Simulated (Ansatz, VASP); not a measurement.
Rh in VASP and in Ansatz

```
Rh
1.0
     0.00000    1.92282    1.92282
     1.92282    0.00000    1.92282
     1.92282    1.92282    0.00000
Rh
1
Direct
  0.00000 0.00000 0.00000
```

Alike in both runs: task single point; functional r2SCAN; k mesh 12 × 12 × 12; occupations fermi-dirac, width 0.05 eV; no spin polarisation.

|  | VASP | Ansatz |
| --- | --- | --- |
| version | VASP 6.6.1 | Ansatz 0.2.0 |
| potentials or method | VASP PAW PBE potentials, release 64 (Rh_pv) | Ansatz PAW |
| plane-wave cutoff (eV) | 520 | 500 |
| valence electrons in the cell | 15 | 17 |

Ansatz gave:

```
gap on the k mesh at the Fermi level (eV) : none
pressure (GPa)                            : -9.4
```

Task: Which values does VASP return?

Result: gap on the k mesh at the Fermi level (eV): none; pressure (GPa): -8.3.

A gap of «none» marks a metal or a gap that the smearing closes. With one functional, cell and mesh, what is left measures potentials, basis and numerics. The two sets of potentials don't hold the same shells in valence.

Caveats: the PAW data sets were made with another functional, which shifts forces and pressure a little (VASP); the PAW data sets come from PBE, with cores solved anew for the run's functional, which leaves a small shift of forces and pressure (Ansatz).
